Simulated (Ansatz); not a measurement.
## Sb under changes of volume

One of the cells (26.213 Å³/atom); the others are scaled copies at fixed shape and fractional positions:

```xyz
1
Lattice="-1.8713 1.8713 1.8713 1.8713 -1.8713 1.8713 1.8713 1.8713 -1.8713" Properties=species:S:1:pos:R:3 pbc="T T T"
Sb    0.0000    0.0000    0.0000
```

This isn't the form of Sb at room conditions, which is rhombohedral.

* Program: Ansatz 0.2.0
* Functional: HSE06
* Potentials or basis: Ansatz PAW
* Cutoff: 420 eV (not typed: the program's choice for these potentials)
* k mesh: 6 × 6 × 6
* Occupations: fermi-dirac, width 0.05 eV
* Spin: no spin polarisation

| volume (Å³/atom) | energy over the lowest point (meV/atom) | pressure (GPa) |
| --- | --- | --- |
| 24.640 | 36.44 | 6.4 |
| 25.165 | 18.96 | 4.5 |
| 25.689 | 7.64 | 2.9 |
| 26.213 | ? | ? |
| 26.737 | 0.00 | 0.3 |
| 27.262 | 1.78 | -0.8 |
| 27.786 | 6.45 | -1.9 |

What does the run at 26.213 Å³/atom give?

Energy over the lowest point 1.65 meV/atom; pressure 1.5 GPa.

Worked out: A Birch-Murnaghan fit of order 3 (a polynomial in V^(-2/3)) to the other rows has its minimum at 26.71 Å³/atom with B0 = V·E''(V) = 55 GPa (rough, since the energies scatter). It gives 1.68 meV/atom at 26.213 Å³/atom, against the run's 1.65, and -dE/dV = 1.1 GPa, against 1.5.

Energies are extrapolated to zero smearing.

Caveats: all runs use coarse meshes; the PAW data sets come from PBE, with cores solved anew for the run's functional, which leaves a small shift of forces and pressure; the thresholds are loose for stress.
